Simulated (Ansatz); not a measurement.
**Relaxing KF**

All numbers below come from DFT PBE, scalar-relativistic, plane waves, PAW (Ansatz 0.2.0). Cutoff 420 eV, Γ-centred k mesh, Gaussian smearing, no spin polarisation in the final step.

This is the end of a relaxation of cell and atoms.

```yaml
crystal:
  lattice:
    - [3.25895, 0.00000, 0.00000]
    - [0.00000, 3.25895, 0.00000]
    - [0.00000, 0.00000, 3.25895]
  atoms:
    - { symbol: K, position: [0.00000, 0.00000, 0.00000] }
    - { symbol: F, position: [0.50000, 0.50000, 0.50000] }
```

Energies over the elements count from the elements' standard structures at the same level (F₂ as a molecule), with no empirical corrections.

(1) What space group does it have?

(2) How far does it lie from the elements in energy?

(3) Is it a metal?

## Answers

(1) Pm-3m (No. 221). Conventional cell: a = 3.259 Å. K is coordinated by 8 F at 2.82 Å and 6 K at 3.26 Å; F has 8 K at 2.82 Å and 6 F at 3.26 Å.

(2) -2.610 eV/atom.

(3) No, the gap on the 8×8×8 mesh is 6.27 eV.

The final run used a 8×8×8 mesh on its 2-atom cell and 0.02 eV smearing.

This CsCl-type form isn't the usual stable structure of the compound.